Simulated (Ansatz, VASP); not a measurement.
## Al: VASP beside Ansatz

POSCAR

```
Al
1.0
    0.0000000000      3.0533944879      3.0533944879
    3.0533944879      0.0000000000      3.0533944879
    3.0533944879      3.0533944879      0.0000000000
Al
2
Direct
    0.1250000000      0.1250000000      0.1250000000
    0.8750000000      0.8750000000      0.8750000000
```

Contents of INCAR.step1:

```
SYSTEM = Al
PREC = Accurate
ENCUT = 520
ISMEAR = -1
SIGMA = 0.1
LREAL = .FALSE.
LASPH = .TRUE.
NELM = 60
NBANDS = 10
GGA = PE
ALGO = Normal
EDIFF = 1E-4
LWAVE = .TRUE.
LCHARG = .FALSE.
```

File INCAR.step2:

```
SYSTEM = Al
PREC = Accurate
ENCUT = 520
EDIFF = 1E-7
ISMEAR = -1
SIGMA = 0.1
LREAL = .FALSE.
LASPH = .TRUE.
NELM = 60
ALGO = Normal
ISIF = 2
LWAVE = .FALSE.
LCHARG = .TRUE.
METAGGA = R2SCAN
LMIXTAU = .TRUE.
LELF = .TRUE.
LVHAR = .TRUE.
NBANDS = 10
ISTART = 1
```

Contents of KPOINTS:

```
Automatic mesh
0
G
  10 10 10
  0 0 0
```

Input for Ansatz:

```yaml
crystal:
  lattice:
    - [0.0, 3.0533944879, 3.0533944879]
    - [3.0533944879, 0.0, 3.0533944879]
    - [3.0533944879, 3.0533944879, 0.0]
  atoms:
    - { symbol: Al, position: [0.125, 0.125, 0.125] }
    - { symbol: Al, position: [0.875, 0.875, 0.875] }
hamiltonian:
  xc: r2scan
  pseudopotentials:
    kind: paw
    azcp:
      Al: "pseudopotentials/Al.paw.azcp"
basis:
  ecutwfc: 500
  fft_grid_basis: typed
kpoints:
  mp_grid: { grid: [10, 10, 10], shift: [0, 0, 0] }
magnetization:
  spin_polarized: false
scf:
  occupations: { method: fermi_dirac, width: 0.1 }
  lower_state_search: "off"
output:
  stress: true
  write_density: true
  write_potential: true
  elf: true
  volumetric_format: npy
```

Alike in both runs: task single point; functional r2SCAN; k mesh 10 × 10 × 10; occupations fermi-dirac, width 0.1 eV; no spin polarisation.

|  | VASP | Ansatz |
| --- | --- | --- |
| version | VASP 6.6.1 | Ansatz 0.2.0 |
| potentials or method | VASP PAW PBE potentials, release 64 (Al) | plane waves (500 eV) with PAW, scalar-relativistic |
| plane-wave cutoff (eV) | 520 | 500 |
| valence electrons in the cell | 6 | 6 |

```csv
,VASP,Ansatz,Ansatz less VASP
pressure (GPa),-1.6,-1.5,+0.13
```

With one functional, cell and mesh, what is left measures potentials, basis and numerics.

Caveats: the PAW data sets were made with another functional, which shifts forces and pressure a little (VASP).
